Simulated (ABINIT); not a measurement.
# Sn (Fd-3m) in ABINIT: a series of runs

The runs below take Sn through band structure, with AM05, PBEsol, PBE, BLYP, LDA.

Program: ABINIT 10.8.3 (patched build). These are calculated values, not measurements. Logs are shortened: lines on timing, memory, paths and dates and some standing lists are left out, and cuts for length are marked. The log counts tension as positive stress, the text compression.

## 1. The crystal as given

Symmetry: Fd-3m, No. 227, cubic system. Conventional cell: a = 6.467 Å, b = 6.467 Å, c = 6.467 Å, α = 90.00°, β = 90.00°, γ = 90.00°. Around Sn (site symmetry -43m) lie 4 Sn at 2.80 Å.

This isn't the form of Sn at room conditions, which is tetragonal (white tin).

## 2. Band structure, AM05

Contents of run.abi:

```
ndtset 2

pp_dirpath "./"
pseudos "Sn.GGA_PBE-JTH.xml"

acell 3*1.0 Angstrom
rprim
     0.0000000000     3.2333428000     3.2333428000
     3.2333428000     0.0000000000     3.2333428000
     3.2333428000     3.2333428000     0.0000000000
ntypat 1
znucl 50
natom 2
typat 1 1
xred
     0.7500000000     0.7500000000     0.7500000000
     0.5000000000     0.5000000000     0.5000000000

ecut 15.0
pawecutdg 30.0

ixc -120135

occopt 3
tsmear 0.05 eV

nstep 100

iomode 3
prtwf 0
prteig 0
prtebands 0
enunit 1
prtden1 1
prtvha1 1
prtvclmb1 1
prtpot1 1

kptopt1 1
ngkpt1 7 7 7
nshiftk1 1
shiftk1 0.0 0.0 0.0
nband1 18
tolvrs1 1.0e-9

iscf2 -2
getden2 1
nband2 22
nbdbuf2 2
tolwfr2 1.0e-12
kptopt2 -9
ndivsm2 5
prteig2 1
prtvol2 -3
kptbounds2
     0.0000000000     0.0000000000     0.0000000000
     0.5000000000     0.0000000000     0.5000000000
     0.5000000000     0.2500000000     0.7500000000
     0.3750000000     0.3750000000     0.7500000000
     0.0000000000     0.0000000000     0.0000000000
     0.5000000000     0.5000000000     0.5000000000
     0.6250000000     0.2500000000     0.6250000000
     0.5000000000     0.2500000000     0.7500000000
     0.5000000000     0.5000000000     0.5000000000
     0.3750000000     0.3750000000     0.7500000000
```

Potentials or basis: JTH PAW PBE v2.0.

Run with:

```
$ abinit run.abi > log 2>&1
```

run.abo:

```text
.Version 10.8.3 of ABINIT
 DATASET    1 : space group Fd -3 m (#227); Bravais cF (face-center cubic)
================================================================================
 Values of the parameters that define the memory need for DATASET  1.
     intxc =       0    ionmov =       0      iscf =      17    lmnmax =      18
     lnmax =       6     mgfft =      32  mpssoang =       3    mqgrid =    3001
     natom =       2  nloc_mem =       2    nspden =       1   nspinor =       1
    nsppol =       1      nsym =      48    n1xccc =       1    ntypat =       1
    occopt =       3   xclevel =       2
       mpw =        1283          nfft =       32768          nkpt =          20
 PAW method is used; the additional fine FFT grid is defined by:
   mgfftf=        45    nfftf =     91125
================================================================================
================================================================================

 DATASET    2 : space group Fd -3 m (#227); Bravais cF (face-center cubic)
================================================================================
 Values of the parameters that define the memory need for DATASET  2.
     intxc =       0    ionmov =       0      iscf =      -2    lmnmax =      18
     lnmax =       6     mgfft =      32  mpssoang =       3    mqgrid =    3001
     natom =       2  nloc_mem =       2    nspden =       1   nspinor =       1
    nsppol =       1      nsym =      48    n1xccc =       1    ntypat =       1
    occopt =       3   xclevel =       2
       mpw =        1295          nfft =       32768          nkpt =          87
 PAW method is used; the additional fine FFT grid is defined by:
   mgfftf=        45    nfftf =     91125
================================================================================
================================================================================

--------------------------------------------------------------------------------
------------- Echo of variables that govern the present computation ------------
--------------------------------------------------------------------------------
 -outvars: echo values of preprocessed input variables --------
            acell      1.8897261259E+00  1.8897261259E+00  1.8897261259E+00 Bohr
              amu      1.18710000E+02
             ecut      1.50000000E+01 Hartree
           enunit           1
           getden1          0
           getden2          1
             iscf1         17
             iscf2         -2
              ixc     -120135
           jdtset        1    2
           kptopt1          1
           kptopt2         -9
         kptrlatt        7    0    0      0    7    0      0    0    7
          kptrlen1     6.04872244E+01
          kptrlen2     3.00000000E+01
            natom           2
            nband1         18
            nband2         22
           nbdbuf1          0
           nbdbuf2          2
           ndtset           2
           ndivsm1          0
           ndivsm2          5
            ngfft          32      32      32
          ngfftdg          45      45      45
             nkpt1         20
             nkpt2         87
            nstep         100
             nsym          48
           ntypat           1
           occopt           3
        pawecutdg      3.00000000E+01 Hartree
         pawxcdev           0
        prtebands           0
           prteig1          0
           prteig2          1
           prtpot1          1
           prtpot2          0
         prtvclmb1          1
         prtvclmb2          0
           prtvha1          1
           prtvha2          0
           prtvol1          0
           prtvol2         -3
            prtwf           0
            rprim      0.0000000000E+00  3.2333428000E+00  3.2333428000E+00
                       3.2333428000E+00  0.0000000000E+00  3.2333428000E+00
                       3.2333428000E+00  3.2333428000E+00  0.0000000000E+00
           shiftk1     0.00000000E+00  0.00000000E+00  0.00000000E+00
           shiftk2     5.00000000E-01  5.00000000E-01  5.00000000E-01
          spgroup         227
           tolvrs1     1.00000000E-09
           tolvrs2     0.00000000E+00
           tolwfr1     0.00000000E+00
           tolwfr2     1.00000000E-12
           tsmear      1.83746611E-03 Hartree
            typat      1  1
           useylm           1
           xangst      4.8500142000E+00  4.8500142000E+00  4.8500142000E+00
                       3.2333428000E+00  3.2333428000E+00  3.2333428000E+00
            xcart      9.1651985448E+00  9.1651985448E+00  9.1651985448E+00
                       6.1101323632E+00  6.1101323632E+00  6.1101323632E+00
[... 203 lines left out ...]
meta: {optdriver: 0, ionmov: 0, optcell: 0, iscf: -2, paral_kgb: 0, }
...

 mkfilename : getden/=0, take file _DEN from output of DATASET   1.

 Real(R)+Recip(G) space primitive vectors, cartesian coordinates (Bohr,Bohr^-1):
 R(1)=  0.0000000  6.1101324  6.1101324  G(1)= -0.0818313  0.0818313  0.0818313
 R(2)=  6.1101324  0.0000000  6.1101324  G(2)=  0.0818313 -0.0818313  0.0818313
 R(3)=  6.1101324  6.1101324  0.0000000  G(3)=  0.0818313  0.0818313 -0.0818313
 Unit cell volume ucvol=  4.5622791E+02 bohr^3
 Angles (23,13,12)=  6.00000000E+01  6.00000000E+01  6.00000000E+01 degrees

 Coarse grid specifications (used for wave-functions):

 getcut: wavevector=  0.0000  0.0000  0.0000  ngfft=  32  32  32
         ecut(hartree)=     15.000   => boxcut(ratio)=   2.12409

 Fine grid specifications (used for densities):

 getcut: wavevector=  0.0000  0.0000  0.0000  ngfft=  45  45  45
         ecut(hartree)=     30.000   => boxcut(ratio)=   2.06520
--------------------------------------------------------------------------------

================================================================================
 Non-SCF case, kpt    1 (  0.00000  0.00000  0.00000), residuals and eigenvalues=
  8.67E-13  2.36E-13  8.59E-13  4.09E-13  5.26E-13  2.97E-13  4.59E-13  2.71E-13
  6.03E-13  7.92E-13  2.74E-13  1.34E-13  1.42E-13  7.22E-13  1.69E-13  2.19E-13
  3.14E-13  5.25E-13  7.21E-13  8.50E-13  1.53E-10  5.50E-13
 -6.3261E-01 -6.3261E-01 -6.3261E-01 -6.3047E-01 -6.3047E-01 -6.1858E-01
 -6.1858E-01 -6.1858E-01 -6.1831E-01 -6.1831E-01 -2.3102E-01  1.3881E-01
  1.6561E-01  1.6561E-01  1.6561E-01  2.4208E-01  2.4208E-01  2.4208E-01
  3.4893E-01  4.5678E-01  4.5678E-01  4.7090E-01
 Non-SCF case, kpt    2 (  0.03571  0.00000  0.03571), residuals and eigenvalues=
  7.52E-13  5.62E-13  4.86E-13  6.92E-13  3.48E-13  7.75E-13  5.03E-13  2.31E-13
  6.73E-13  5.37E-13  9.73E-13  6.93E-13  1.92E-13  3.73E-13  9.32E-13  2.32E-13
[... 671 lines left out ...]
  1.54E-13  3.36E-13  2.97E-13  8.12E-13  5.80E-13  8.15E-13  4.67E-13  3.34E-13
  3.27E-13  5.13E-13  5.51E-13  9.60E-13  3.06E-07  4.26E-05
 -6.3543E-01 -6.3457E-01 -6.2950E-01 -6.2564E-01 -6.2529E-01 -6.2473E-01
 -6.2363E-01 -6.2112E-01 -6.1566E-01 -6.1482E-01 -1.3669E-01 -9.2272E-02
  3.5914E-02  8.7246E-02  2.0601E-01  3.0297E-01  3.6167E-01  3.7301E-01
  4.1028E-01  4.5413E-01  5.5349E-01  5.7912E-01
 Non-SCF case, kpt   87 (  0.37500  0.37500  0.75000), residuals and eigenvalues=
  5.10E-13  5.97E-13  4.72E-13  7.95E-13  5.20E-13  5.55E-13  8.19E-13  4.99E-13
  5.35E-13  6.05E-13  8.15E-13  4.33E-13  6.50E-13  7.02E-13  7.03E-13  6.21E-13
  5.91E-13  4.78E-13  2.39E-13  6.92E-13  1.15E-07  2.77E-06
 -6.3540E-01 -6.3458E-01 -6.2944E-01 -6.2626E-01 -6.2496E-01 -6.2417E-01
 -6.2391E-01 -6.2117E-01 -6.1564E-01 -6.1484E-01 -1.3113E-01 -9.8145E-02
  3.6992E-02  8.3905E-02  2.0355E-01  2.8717E-01  3.7573E-01  3.8463E-01
  4.1428E-01  4.6000E-01  5.6549E-01  5.8369E-01

--- !ResultsGS
iteration_state: {dtset: 2, }
comment   : Summary of ground state results
lattice_vectors:
- [  0.0000000,   6.1101324,   6.1101324, ]
- [  6.1101324,   0.0000000,   6.1101324, ]
- [  6.1101324,   6.1101324,   0.0000000, ]
lattice_lengths: [   8.64103,    8.64103,    8.64103, ]
lattice_angles: [ 60.000,  60.000,  60.000, ] # degrees, (23, 13, 12)
lattice_volume:   4.5622791E+02
convergence: {deltae:  0.000E+00, res2:  0.000E+00, residm:  1.000E-12, diffor:  0.000E+00, }
etotal    :  -1.39412197E+02
entropy   :   0.00000000E+00
fermie    :   1.61249729E-01
cartesian_stress_tensor: null
pressure_GPa: null
xred      :
- [  7.5000E-01,   7.5000E-01,   7.5000E-01, Sn]
- [  5.0000E-01,   5.0000E-01,   5.0000E-01, Sn]
cartesian_forces: null
force_length_stats: {min: null, max: null, mean: null, }
...

 Integrated electronic density in atomic spheres:
 ------------------------------------------------
 Atom  Sphere_radius  Integrated_density
    1        2.51086         12.00506743
    2        2.51086         12.04748333

================================================================================

 ----iterations are completed or convergence reached----

 Mean square residual over all n,k,spin=   53.594E-14; max=  99.999E-14
 reduced coordinates (array xred) for    2 atoms
       0.750000000000      0.750000000000      0.750000000000
       0.500000000000      0.500000000000      0.500000000000

 cartesian coordinates (angstrom) at end:
    1      4.85001420000000     4.85001420000000     4.85001420000000
    2      3.23334280000000     3.23334280000000     3.23334280000000
 length scales=  1.889726125908  1.889726125908  1.889726125908 bohr
              =  1.000000000000  1.000000000000  1.000000000000 angstroms
 Eigenvalues (   eV  ) for nkpt=  87  k points:
 kpt#   1, nband= 22, wtk=  1.00000, kpt=  0.0000  0.0000  0.0000 (reduced coord)
 -17.21414  -17.21414  -17.21414  -17.15608  -17.15608  -16.83251  -16.83251  -16.83251
 -16.82520  -16.82520   -6.28631    3.77716    4.50659    4.50659    4.50659    6.58721
   6.58721    6.58721    9.49484   12.42951   12.42951   12.81384
 kpt#   2, nband= 22, wtk=  1.00000, kpt=  0.0357  0.0000  0.0357 (reduced coord)
 -17.21549  -17.21493  -17.21493  -17.15502  -17.15272  -16.84377  -16.83140  -16.83140
 -16.82622  -16.81640   -6.26959    3.47038    4.42007    4.42007    4.80607    6.53183
   6.69437    6.69437    9.58919   11.96989   12.44368   12.84685
 kpt#   3, nband= 22, wtk=  1.00000, kpt=  0.0714  0.0000  0.0714 (reduced coord)
 -17.21861  -17.21727  -17.21727  -17.15185  -17.14369  -16.86022  -16.82926  -16.82818
 -16.82818  -16.80733   -6.21949    2.95587    4.20217    4.20217    5.29425    6.38536
   6.97397    6.97397    9.85220   11.37426   12.48629   12.94597
 kpt#   4, nband= 22, wtk=  1.00000, kpt=  0.1071  0.0000  0.1071 (reduced coord)
 -17.22180  -17.22093  -17.22093  -17.14669  -17.13052  -16.87887  -16.83433  -16.82315
 -16.82315  -16.80089   -6.13612    2.41170    3.92147    3.92147    5.77819    6.18777
   7.35678    7.35678   10.24285   10.83097   12.55718   13.11147
 kpt#   5, nband= 22, wtk=  1.00000, kpt=  0.1429  0.0000  0.1429 (reduced coord)
[... 317 lines left out ...]
 -16.75709  -16.73522   -4.09479   -2.16790    1.19269    2.62131    5.76343    8.43428
   9.31263    9.49717   11.43122   12.40270   13.63879   15.56104
 kpt#  85, nband= 22, wtk=  1.00000, kpt=  0.4028  0.4028  0.6944 (reduced coord)
 -17.28983  -17.26628  -17.13343  -17.02816  -17.02232  -16.99937  -16.95766  -16.89858
 -16.75462  -16.73170   -3.91023   -2.32425    1.03558    2.48834    5.68676    8.59022
   9.41278    9.74738   11.26209   12.33492   14.35446   15.72113
 kpt#  86, nband= 22, wtk=  1.00000, kpt=  0.3889  0.3889  0.7222 (reduced coord)
 -17.29081  -17.26740  -17.12945  -17.02459  -17.01493  -16.99971  -16.96970  -16.90151
 -16.75299  -16.73017   -3.71949   -2.51084    0.97728    2.37409    5.60573    8.24425
   9.84161   10.15017   11.16429   12.35757   15.06134   15.75862
 kpt#  87, nband= 22, wtk=  1.00000, kpt=  0.3750  0.3750  0.7500 (reduced coord)
 -17.29010  -17.26773  -17.12782  -17.04139  -17.00600  -16.98451  -16.97745  -16.90289
 -16.75234  -16.73056   -3.56818   -2.67066    1.00659    2.28318    5.53884    7.81432
  10.22416   10.46637   11.27322   12.51712   15.38771   15.88301

== END DATASET(S) ==============================================================
================================================================================

 -outvars: echo values of variables after computation  --------
            acell      1.8897261259E+00  1.8897261259E+00  1.8897261259E+00 Bohr
           etotal1    -1.3941219693E+02
            fcart1     6.1695935347E-28 -6.1695935347E-28 -8.8137050496E-29
                      -6.1695935347E-28  6.1695935347E-28  8.8137050496E-29
            rprim      0.0000000000E+00  3.2333428000E+00  3.2333428000E+00
                       3.2333428000E+00  0.0000000000E+00  3.2333428000E+00
                       3.2333428000E+00  3.2333428000E+00  0.0000000000E+00
           strten1    -6.1459997460E-05 -6.1459997460E-05 -6.1459997460E-05
                       0.0000000000E+00  0.0000000000E+00  0.0000000000E+00
           xangst      4.8500142000E+00  4.8500142000E+00  4.8500142000E+00
                       3.2333428000E+00  3.2333428000E+00  3.2333428000E+00
             xred      7.5000000000E-01  7.5000000000E-01  7.5000000000E-01
                       5.0000000000E-01  5.0000000000E-01  5.0000000000E-01
 Calculation completed.
```

It took 64 s on 1 thread of Arm Neoverse V1, shared host; peak memory 0.13 GiB.

Results:

```yaml
Free_energy: -3793.5991 eV
Band_gap_on_the_k_mesh: none (metal or under the smearing width)
Valence_electrons_inside_the_program's_atomic_spheres: Sn 12.01, 12.05 (radii [1.3287] Å)
```

Levels at the corners of the path, in eV from the Fermi level:
```tsv
point	band 11	band 12	band 13	band 14	band 15	band 16	band 17	band 18
Γ	-10.67	-0.61	0.12	0.12	0.12	2.20	2.20	2.20
X	-7.55	-7.55	-2.47	-2.47	0.87	0.87	7.81	7.81
W	-7.49	-7.49	-3.05	-3.05	3.48	3.48	4.11	4.11
K	-7.96	-7.06	-3.38	-2.10	1.15	3.43	5.84	6.08
Γ	-10.67	-0.61	0.12	0.12	0.12	2.20	2.20	2.20
L	-9.03	-6.32	-1.11	-1.11	0.03	3.29	3.29	5.73
U	-7.96	-7.06	-3.38	-2.10	1.15	3.43	5.84	6.08
W	-7.49	-7.49	-3.05	-3.05	3.48	3.48	4.11	4.11
L	-9.03	-6.32	-1.11	-1.11	0.03	3.29	3.29	5.73
K	-7.96	-7.06	-3.38	-2.10	1.15	3.43	5.84	6.08
```

Caveat: the cutoff is too short for stress, so the log's stress isn't used; the PAW data sets were made with another functional, which shifts forces and pressure a little; spin-orbit coupling is left out, which moves the levels of the heavy elements.

## 3. Band structure, PBEsol, spin-orbit coupling, no magnetisation

Changes to run.abi since step 2:

```diff
@@ -1,11 +1,14 @@
+# Datasets: ground state, then fixed potential
 ndtset 2
 
+# Pseudopotentials
 pp_dirpath "./"
-pseudos "Sn.GGA_PBE-JTH.xml"
+pseudos "Sn.GGA_PBE-JTH_sp.xml"
 
-acell 3*1.0 Angstrom
+# Structure
+acell 3*1.0
 rprim
-     0.0000000000     3.2333428000     3.2333428000
-     3.2333428000     0.0000000000     3.2333428000
-     3.2333428000     3.2333428000     0.0000000000
+     0.0000000000     6.1101323590     6.1101323590
+     6.1101323590     0.0000000000     6.1101323590
+     6.1101323590     6.1101323590     0.0000000000
 ntypat 1
@@ -18,12 +21,22 @@
 
-ecut 15.0
+# Plane-wave basis
+ecut 408.170794 eV
 pawecutdg 30.0
 
-ixc -120135
+# Exchange and correlation
+ixc -116133
 
+# Bands and occupations
 occopt 3
-tsmear 0.05 eV
+tsmear 0.00183747
 
+# Spin
+nspinor 2
+nspden 1
+pawspnorb 1
+
+# SCF cycle
 nstep 100
 
+# Output
 iomode 3
@@ -38,3 +51,4 @@
 
-kptopt1 1
+# Dataset 1
+kptopt1 4
 ngkpt1 7 7 7
@@ -42,8 +56,9 @@
 shiftk1 0.0 0.0 0.0
-nband1 18
+nband1 16
 tolvrs1 1.0e-9
 
+# Dataset 2: bands along G-X-W-K-G-L-U-W-L-K
 iscf2 -2
 getden2 1
-nband2 22
+nband2 24
 nbdbuf2 2
```

Potentials or basis: JTH PAW PBE v2.0 sp.

Run with:

```
$ abinit run.abi > log 2>&1
```

It took 1.9 min on 1 thread of Arm Neoverse V1, shared host; peak memory 0.18 GiB.

The run converged. Its results:

| Item | Value |
| --- | --- |
| Free energy | -196.6877 eV |
| Band gap on the k mesh | none (metal or under the smearing width) |

Levels at the corners of the path, in eV from the Fermi level:
```
point  band 4  band 5  band 6  band 7  band 8  band 9  band 10  band 11  band 12  band 13
    Γ   -0.52   -0.36   -0.36    0.32    0.32    0.32     0.32     1.86     1.86     2.33
    X   -7.56   -2.51   -2.51   -2.51   -2.51    0.74     0.74     0.74     0.74     7.82
    W   -7.47   -3.21   -3.21   -3.03   -3.03    3.31     3.31     3.62     3.62     4.01
    K   -7.07   -3.46   -3.46   -2.14   -2.14    1.04     1.04     3.37     3.37     5.81
    Γ   -0.52   -0.36   -0.36    0.32    0.32    0.32     0.32     1.86     1.86     2.33
    L   -6.35   -1.35   -1.35   -0.92   -0.92   -0.01    -0.01     3.12     3.12     3.33
    U   -7.07   -3.46   -3.46   -2.14   -2.14    1.04     1.04     3.37     3.37     5.81
    W   -7.47   -3.21   -3.21   -3.03   -3.03    3.31     3.31     3.62     3.62     4.01
    L   -6.35   -1.35   -1.35   -0.92   -0.92   -0.01    -0.01     3.12     3.12     3.33
    K   -7.07   -3.46   -3.46   -2.14   -2.14    1.04     1.04     3.37     3.37     5.81
```

Caveat: the cutoff is too short for stress, so the log's stress isn't used; the PAW data sets were made with another functional, which shifts forces and pressure a little; this set keeps more shells in the core, which shifts pressures and gaps; the atomic spheres overlap.

## 4. Band structure, PBE

Changes to run.abi since step 3:

```diff
@@ -5,10 +5,10 @@
 pp_dirpath "./"
-pseudos "Sn.GGA_PBE-JTH_sp.xml"
+pseudos "Sn.upf"
 
 # Structure
-acell 3*1.0
+acell 3*1.0 Angstrom
 rprim
-     0.0000000000     6.1101323590     6.1101323590
-     6.1101323590     0.0000000000     6.1101323590
-     6.1101323590     6.1101323590     0.0000000000
+     0.0000000000     3.2333428000     3.2333428000
+     3.2333428000     0.0000000000     3.2333428000
+     3.2333428000     3.2333428000     0.0000000000
 ntypat 1
@@ -22,7 +22,6 @@
 # Plane-wave basis
-ecut 408.170794 eV
-pawecutdg 30.0
+ecut 36.0
 
 # Exchange and correlation
-ixc -116133
+ixc 11
 
@@ -30,8 +29,3 @@
 occopt 3
-tsmear 0.00183747
-
-# Spin
-nspinor 2
-nspden 1
-pawspnorb 1
+tsmear 0.05 eV
 
@@ -45,3 +39,3 @@
 prtebands 0
-enunit 1
+enunit 2
 prtden1 1
@@ -50,5 +44,6 @@
 prtpot1 1
+prtelf1 1
 
 # Dataset 1
-kptopt1 4
+kptopt1 1
 ngkpt1 7 7 7
@@ -56,4 +51,4 @@
 shiftk1 0.0 0.0 0.0
-nband1 16
-tolvrs1 1.0e-9
+nband1 18
+tolvrs1 1.0e-10
 
@@ -62,3 +57,3 @@
 getden2 1
-nband2 24
+nband2 22
 nbdbuf2 2
@@ -66,5 +61,4 @@
 kptopt2 -9
-ndivsm2 5
+ndivsm2 8
 prteig2 1
-prtvol2 -3
 kptbounds2
```

Potentials or basis: PseudoDojo NC SR PBE v0.5 standard.

Run with:

```
$ abinit run.abi > log 2>&1
```

Run time: 4.8 min. Hardware: 1 thread of Arm Neoverse V1, shared host; peak memory 0.3 GiB.

It converged, with:

- Free energy: -4288.8521 eV
- Pressure: 3.9 GPa
- Band gap on the k mesh: none (metal or under the smearing width)
- Valence electrons inside the program's atomic spheres: Sn 10.57 (radii [1.0584] Å)

Levels at the corners of the path, in eV from the Fermi level:
```tsv
point	band 11	band 12	band 13	band 14	band 15	band 16	band 17	band 18
Γ	-10.66	-0.55	0.10	0.10	0.10	2.18	2.18	2.18
X	-7.53	-7.53	-2.48	-2.48	0.83	0.83	7.83	7.83
W	-7.47	-7.47	-3.07	-3.07	3.48	3.48	4.07	4.07
K	-7.94	-7.05	-3.40	-2.12	1.11	3.41	5.85	6.08
Γ	-10.66	-0.55	0.10	0.10	0.10	2.18	2.18	2.18
L	-9.02	-6.32	-1.12	-1.12	0.03	3.25	3.25	5.71
U	-7.94	-7.05	-3.40	-2.12	1.11	3.41	5.85	6.08
W	-7.47	-7.47	-3.07	-3.07	3.48	3.48	4.07	4.07
L	-9.02	-6.32	-1.12	-1.12	0.03	3.25	3.25	5.71
K	-7.94	-7.05	-3.40	-2.12	1.11	3.41	5.85	6.08
```

Caveat: spin-orbit coupling is left out, which moves the levels of the heavy elements.

(Part 1 of 2 ends here.)
